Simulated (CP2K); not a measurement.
# MoS2 (P6_3/mmc) in CP2K: further runs

The runs below take MoS2 through band structure, with PBEsol, LDA.

Program: CP2K 2026.2. These are calculated values, not measurements. Logs are shortened: lines on timing, memory, paths and dates and some standing lists are left out, and cuts for length are marked.

**The experiment to reproduce.**

From “Multiwavelength excitation Raman Scattering Analysis of bulk and 2 dimensional MoS2: Vibrational properties of atomically thin MoS2 layers”, 2015, arxiv:1506.03228, for a bulk crystal of MoS2 at 300 K: band gap 1.3 eV (indirect).

How close the calculation comes is told below.

## (1) Starting point

The structure is hexagonal, space group P6_3/mmc (No. 194). The conventional cell has a = 3.169 Å, b = 3.169 Å, c = 12.324 Å, α = 90.00°, β = 90.00°, γ = 120.00°. Mo (site symmetry -6m2) has 6 S at 2.41 Å as nearest neighbours. Around S (site symmetry 3m) lie 3 Mo at 2.41 Å.

## (2) Band structure, PBEsol

Contents of mos2_bands.inp:

```
&GLOBAL
  PROJECT mos2_bands
  RUN_TYPE ENERGY_FORCE
  PRINT_LEVEL LOW
&END GLOBAL
&FORCE_EVAL
  METHOD QS
  STRESS_TENSOR ANALYTICAL
  &DFT
    BASIS_SET_FILE_NAME BASIS_MOLOPT_UZH
    POTENTIAL_FILE_NAME POTENTIAL_UZH
    &MGRID
      CUTOFF 450
      REL_CUTOFF 60
      NGRIDS 5
    &END MGRID
    &QS
      METHOD GPW
      EPS_DEFAULT 1.0E-10
    &END QS
    &KPOINTS
      SCHEME MONKHORST-PACK 10 10 3
      GAMMA_CENTERED T
      SYMMETRY T
      SYMMETRY_BACKEND SPGLIB
    &END KPOINTS
    &SCF
      SCF_GUESS ATOMIC
      EPS_SCF 1.0E-6
      MAX_SCF 100
      ADDED_MOS 24
      CHOLESKY OFF
      EPS_EIGVAL 1.0E-7
      &DIAGONALIZATION ON
        ALGORITHM STANDARD
      &END DIAGONALIZATION
      &MIXING ON
        METHOD BROYDEN_MIXING
        ALPHA 0.4
        BETA 1.5
        NBUFFER 8
      &END MIXING
      &SMEAR ON
        METHOD FERMI_DIRAC
        ELECTRONIC_TEMPERATURE [K] 116.045
      &END SMEAR
    &END SCF
    &XC
      &XC_FUNCTIONAL
        &GGA_X_PBE_SOL
        &END GGA_X_PBE_SOL
        &GGA_C_PBE_SOL
        &END GGA_C_PBE_SOL
      &END XC_FUNCTIONAL
    &END XC
    &PRINT
      &KPOINTS ON
      &END KPOINTS
      &MULLIKEN ON
      &END MULLIKEN
      &MO ON
        ENERGIES T
        OCCUPATION_NUMBERS T
        &EACH
          QS_SCF 0
        &END EACH
        ADD_LAST NUMERIC
      &END MO
      &BAND_STRUCTURE
        FILE_NAME bands.bs
        ADDED_MOS 2
        &KPOINT_SET
          UNITS B_VECTOR
          NPOINTS 8
          SPECIAL_POINT GAMMA 0.00000000 0.00000000 0.00000000
          SPECIAL_POINT M 0.50000000 0.00000000 0.00000000
          SPECIAL_POINT K 0.33333333 0.33333333 0.00000000
          SPECIAL_POINT GAMMA 0.00000000 0.00000000 0.00000000
          SPECIAL_POINT A 0.00000000 0.00000000 0.50000000
          SPECIAL_POINT L 0.50000000 0.00000000 0.50000000
          SPECIAL_POINT H 0.33333333 0.33333333 0.50000000
          SPECIAL_POINT A 0.00000000 0.00000000 0.50000000
        &END KPOINT_SET
        &KPOINT_SET
          UNITS B_VECTOR
          NPOINTS 8
          SPECIAL_POINT L 0.50000000 0.00000000 0.50000000
          SPECIAL_POINT M 0.50000000 0.00000000 0.00000000
        &END KPOINT_SET
        &KPOINT_SET
          UNITS B_VECTOR
          NPOINTS 8
          SPECIAL_POINT K 0.33333333 0.33333333 0.00000000
          SPECIAL_POINT H 0.33333333 0.33333333 0.50000000
        &END KPOINT_SET
      &END BAND_STRUCTURE
    &END PRINT
  &END DFT
  &SUBSYS
    &CELL
      A 3.1690000000 0.0000000000 0.0000000000
      B -1.5845000000 2.7444345046 0.0000000000
      C 0.0000000000 0.0000000000 12.3240000000
      PERIODIC XYZ
    &END CELL
    &COORD
      Mo  1.5845000002 0.9148115014 9.2430000000
      Mo  -0.0000000002 1.8296230032 3.0810000000
      S   1.5845000002 0.9148115014 4.6461480000
      S   -0.0000000002 1.8296230032 10.8081480000
      S   1.5845000002 0.9148115014 1.5158520000
      S   -0.0000000002 1.8296230032 7.6778520000
    &END COORD
    &KIND Mo
      BASIS_SET TZVP-MOLOPT-PBE-GTH-q14
      POTENTIAL GTH-PBE-q14
    &END KIND
    &KIND S
      BASIS_SET TZVP-MOLOPT-PBE-GTH-q6
      POTENTIAL GTH-PBE-q6
    &END KIND
    &PRINT
      &ATOMIC_COORDINATES ON
      &END ATOMIC_COORDINATES
      &CELL ON
      &END CELL
    &END PRINT
  &END SUBSYS
  &PRINT
    &FORCES ON
    &END FORCES
    &STRESS_TENSOR ON
    &END STRESS_TENSOR
  &END PRINT
&END FORCE_EVAL
```

Potentials or basis: POTENTIAL_UZH Mo GTH-PBE-q14, S GTH-PBE-q6; TZVP-MOLOPT-PBE-GTH basis.

Run with:

```bash
$ OMP_NUM_THREADS=1 mpirun -n 4 cp2k.psmp -i mos2_bands.inp -o mos2_bands.out
```

mos2_bands.out:

```text

 CP2K| version string:                                       CP2K version 2026.2
 CP2K| Input file name                                            mos2_bands.inp

 GLOBAL| Force Environment number                                              1
 GLOBAL| Basis set file name                                    BASIS_MOLOPT_UZH
 GLOBAL| Potential file name                                       POTENTIAL_UZH
 GLOBAL| MM Potential file name                                     MM_POTENTIAL
 GLOBAL| Coordinate file name                                      __STD_INPUT__
 GLOBAL| Method name                                                        CP2K
 GLOBAL| Project name                                                 mos2_bands
 GLOBAL| Run type                                                   ENERGY_FORCE
 GLOBAL| FFT library                                                       FFTW3
 GLOBAL| Diagonalization library                                       ScaLAPACK
 GLOBAL| Cholesky decomposition library                                ScaLAPACK
 GLOBAL| DGEMM library                                                      BLAS
 GLOBAL| Direct generalized diagonalization requested                          F
 GLOBAL| Matrix multiplication library                                 ScaLAPACK
 GLOBAL| Global print level                                                  LOW
 GLOBAL| Total number of message passing processes                             4
 GLOBAL| Number of threads for this process                                    1
 GLOBAL| CPU model name                                                  UNKNOWN

 CELL| Volume [angstrom^3]:                                           107.183220
 CELL| Vector a [angstrom]:       3.169     0.000     0.000   |a| =     3.169000
 CELL| Vector b [angstrom]:      -1.585     2.744     0.000   |b| =     3.169000
 CELL| Vector c [angstrom]:       0.000     0.000    12.324   |c| =    12.324000
 CELL| Angle (b,c), alpha [degree]:                                    90.000000
 CELL| Angle (a,c), beta  [degree]:                                    90.000000
 CELL| Angle (a,b), gamma [degree]:                                   120.000000
 CELL| Numerically orthorhombic:                                              NO
 CELL| Periodicity                                                           XYZ

 CELL_REF| Volume [angstrom^3]:                                       107.183220
 CELL_REF| Vector a [angstrom     3.169     0.000     0.000   |a| =     3.169000
 CELL_REF| Vector b [angstrom    -1.585     2.744     0.000   |b| =     3.169000
 CELL_REF| Vector c [angstrom     0.000     0.000    12.324   |c| =    12.324000
 CELL_REF| Angle (b,c), alpha [degree]:                                90.000000
 CELL_REF| Angle (a,c), beta  [degree]:                                90.000000
 CELL_REF| Angle (a,b), gamma [degree]:                               120.000000
 CELL_REF| Numerically orthorhombic:                                          NO
 CELL_REF| Periodicity                                                       XYZ

 GENERATE|  Preliminary Number of Bonds generated:                             0
 GENERATE|  Achieved consistency in connectivity generation.

 *******************************************************************************
 *******************************************************************************
 **            Copyright (C) by CP2K developers group (2000-2026)             **
 *******************************************************************************

 TOTAL NUMBERS AND MAXIMUM NUMBERS

  Total number of            - Atomic kinds:                                   2
                             - Atoms:                                          6
                             - Shell sets:                                     6
                             - Shells:                                        50
                             - Primitive Cartesian functions:                 28
                             - Cartesian basis functions:                    154
                             - Spherical basis functions:                    138

  Maximum angular momentum of- Orbital basis functions:                        3
                             - Local part of the GTH pseudopotential:          2
                             - Non-local part of the GTH pseudopotential:      4

 MODULE QUICKSTEP: ATOMIC COORDINATES IN ANGSTROM

   Atom Kind Element         X             Y             Z       Z(eff)     Mass
[... 84 lines left out ...]

  Step     Update method      Time    Convergence         Total energy    Change
  ------------------------------------------------------------------------------
     1 NoMix/Diag. 0.40E+00    1.4     0.88535683      -177.2432966500 -1.77E+02
     2 Broy./Diag. 0.40E+00    1.2     0.12872152      -180.0018320183 -2.76E+00
     3 Broy./Diag. 0.40E+00    1.1     0.10827130      -177.9209924094  2.08E+00
     4 Broy./Diag. 0.40E+00    1.2     0.03401657      -176.5194827927  1.40E+00
     5 Broy./Diag. 0.40E+00    1.2     0.02303973      -176.6754133540 -1.56E-01
     6 Broy./Diag. 0.40E+00    1.2     0.00607173      -176.3536527646  3.22E-01
     7 Broy./Diag. 0.40E+00    1.2     0.00347587      -176.4054045637 -5.18E-02
     8 Broy./Diag. 0.40E+00    1.2     0.00169520      -176.4017678643  3.64E-03
     9 Broy./Diag. 0.40E+00    1.2     0.00075809      -176.4325600355 -3.08E-02
    10 Broy./Diag. 0.40E+00    1.1     0.00022578      -176.4351460917 -2.59E-03
    11 Broy./Diag. 0.40E+00    1.2     0.00008338      -176.4373934433 -2.25E-03
    12 Broy./Diag. 0.40E+00    1.2     0.00002865      -176.4362710538  1.12E-03
    13 Broy./Diag. 0.40E+00    1.2     0.00002637      -176.4360481906  2.23E-04
    14 Broy./Diag. 0.40E+00    1.2     0.00000388      -176.4360359838  1.22E-05
    15 Broy./Diag. 0.40E+00    1.2     0.00000154      -176.4360448192 -8.84E-06
    16 Broy./Diag. 0.40E+00    1.2     0.00000026      -176.4360518702 -7.05E-06

  *** SCF run converged in    16 steps ***

  Electronic density on regular grids:        -51.9999999996        0.0000000004
  Core density on regular grids:               51.9999999961       -0.0000000039
  Total charge density on r-space grids:       -0.0000000035
  Total charge density g-space grids:          -0.0000000035

  Overlap energy of the core charge distribution:               0.00000000001006
  Self energy of the core charge distribution:               -352.25771164308082
  Core Hamiltonian energy:                                     79.21431418847304
  Hartree energy:                                             121.13859721901949
  Exchange-correlation energy:                                -24.53125163463666
  Electronic entropic energy:                                  -0.00000000000000
  Fermi energy:                                                 0.34222018789445

  Total energy:                                              -176.43605187021490
  Total energy (extrapolated to T->0):                       -176.43605187021490

 MO| EIGENVALUES AND OCCUPATION NUMBERS FOR K POINT 1
 MO|
 MO|  Index      Eigenvalue [a.u.]        Eigenvalue [eV]             Occupation
 MO|      1              -1.926970             -52.435509               2.000000
 MO|      2              -1.926968             -52.435472               2.000000
 MO|      3              -0.988087             -26.887221               2.000000
 MO|      4              -0.988086             -26.887187               2.000000
 MO|      5              -0.981432             -26.706113               2.000000
 MO|      6              -0.981429             -26.706041               2.000000
[... 384 lines left out ...]
 MO|     49               0.867688              23.611001               0.000000
 MO|     50               0.902295              24.552696               0.000000
 MO| Sum:                                                              52.000000
 MO| E(Fermi):            0.342220 a.u.          9.312285 eV
 MO| Band gap:            0.112573 a.u.          3.063265 eV

 !-----------------------------------------------------------------------------!
                     Mulliken Population Analysis

 #  Atom  Element  Kind  Atomic population                           Net charge
       1     Mo       1         14.398807                             -0.398807
       2     Mo       1         14.398807                             -0.398807
       3     S        2          5.800596                              0.199404
       4     S        2          5.800596                              0.199404
       5     S        2          5.800596                              0.199404
       6     S        2          5.800596                              0.199404
 # Total charge                             52.000000                  0.000000

 !-----------------------------------------------------------------------------!

 KPOINTS| Band Structure Calculation
 KPOINTS| Number of k-point sets                                               3
 KPOINTS| Number of added MOs/bands                                            2
 KPOINTS| Number of k-points in set    1                                      57
 KPOINTS| In units of b-vector [2pi/Bohr]
 KPOINTS| Special point     1       GAMMA     0.000000     0.000000     0.000000
 KPOINTS| Special point     2           M     0.500000     0.000000     0.000000
 KPOINTS| Special point     3           K     0.333333     0.333333     0.000000
 KPOINTS| Special point     4       GAMMA     0.000000     0.000000     0.000000
 KPOINTS| Special point     5           A     0.000000     0.000000     0.500000
 KPOINTS| Special point     6           L     0.500000     0.000000     0.500000
 KPOINTS| Special point     7           H     0.333333     0.333333     0.500000
 KPOINTS| Special point     8           A     0.000000     0.000000     0.500000
 KPOINTS| Number of k-points in set    2                                       9
 KPOINTS| In units of b-vector [2pi/Bohr]
 KPOINTS| Special point     1           L     0.500000     0.000000     0.500000
 KPOINTS| Special point     2           M     0.500000     0.000000     0.000000
 KPOINTS| Number of k-points in set    3                                       9
 KPOINTS| In units of b-vector [2pi/Bohr]
 KPOINTS| Special point     1           K     0.333333     0.333333     0.000000
 KPOINTS| Special point     2           H     0.333333     0.333333     0.500000

 ENERGY| Total FORCE_EVAL ( QS ) energy [hartree]           -176.436057735723125

 FORCES| Atomic forces [hartree/bohr]
 FORCES|   Atom     x               y               z               |f|
 FORCES|      1  4.59898620E-09 -3.32935159E-08 -9.09892334E-10   3.36219687E-08
 FORCES|      2 -4.59326273E-09  3.32168309E-08  4.03791157E-10   3.35353390E-08
 FORCES|      3  3.41754857E-09 -3.79841334E-07 -8.52244546E-04   8.52244631E-04
 FORCES|      4 -3.42021132E-09  3.79879650E-07 -8.52244471E-04   8.52244556E-04
 FORCES|      5  3.41734134E-09 -3.79985245E-07  8.52244766E-04   8.52244851E-04
 FORCES|      6 -3.41999577E-09  3.80023527E-07  8.52244759E-04   8.52244844E-04
 FORCES| Sum     4.06275359E-13 -8.73858536E-14  2.31080259E-12
 FORCES| Total atomic force                                       2.34787235E-12

 STRESS| Analytical stress tensor [bar]
 STRESS|                        x                   y                   z
 STRESS|      x       -1.23904930224E+04   3.52932703468E-02  -1.10552331596E-08
 STRESS|      y        3.52932703468E-02  -1.23888157202E+04   4.71805084149E-08
 STRESS|      z       -1.10552331596E-08   4.71805084149E-08   1.07343291438E+03
 STRESS| 1/3 Trace                                            -7.90195860940E+03
 STRESS| Determinant                                           1.64775746659E+11

 STRESS| Eigenvectors and eigenvalues of the analytical stress tensor [bar]
 STRESS|                        1                   2                   3
 STRESS| Eigenvalues  -1.23904937647E+04  -1.23888149779E+04   1.07343291438E+03
 STRESS|      x           0.999778892859      0.021027729176     -0.000000000001
 STRESS|      y          -0.021027729176      0.999778892859      0.000000000004
 STRESS|      z           0.000000000001     -0.000000000003      1.000000000000
```

It took 23 s on 4 MPI ranks of Arm Neoverse V2, shared host.

What came out:

| Quantity | Value |
| --- | --- |
| Free energy | -4801.0693 eV |
| Pressure | -0.8 GPa |
| Largest force | 0.044 eV/Å |
| Band gap along the path | 0.85 eV, indirect (least direct gap 1.68 eV) |
| Mulliken charges | Mo -0.40; S +0.20 e |

Forces on the atoms (eV/Å):
```
Mo   0.000  0.000  0.000
Mo   0.000  0.000  0.000
S    0.000  0.000 -0.044
S    0.000  0.000 -0.044
S    0.000  0.000  0.044
S    0.000  0.000  0.044
```

Levels at the corners of the path, in eV from the valence-band top:
```csv
point,band 23,band 24,band 25,band 26,band 27,band 28,band 29,band 30
Γ,-2.18,-1.20,-1.19,0.00,2.11,2.11,2.13,2.13
M,-1.74,-1.54,-1.44,-1.31,1.62,1.67,2.01,2.29
K,-2.72,-2.72,-0.80,-0.63,1.05,1.05,1.79,2.86
Γ,-2.18,-1.20,-1.19,0.00,2.11,2.11,2.13,2.13
A,-2.20,-2.20,-0.27,-0.27,2.11,2.11,2.11,2.11
L,-1.64,-1.64,-1.36,-1.36,1.64,1.64,2.16,2.16
H,-2.90,-2.90,-0.73,-0.73,1.05,1.05,2.28,2.28
A,-2.20,-2.20,-0.27,-0.27,2.11,2.11,2.11,2.11
L,-1.64,-1.64,-1.36,-1.36,1.64,1.64,2.16,2.16
M,-1.74,-1.54,-1.44,-1.31,1.62,1.67,2.01,2.29
K,-2.72,-2.72,-0.80,-0.63,1.05,1.05,1.79,2.86
H,-2.90,-2.90,-0.73,-0.73,1.05,1.05,2.28,2.28
```

Caveat: Mulliken charges move with the basis; the potentials were made for another functional, which shifts forces and pressure; this functional lacks dispersion, which binds the layers, so the pressure and a relaxed spacing across them are unreliable; the basis of atomic orbitals isn't converged, which shifts pressures, moduli and gaps.

(Part 1 of 2 ends here.)
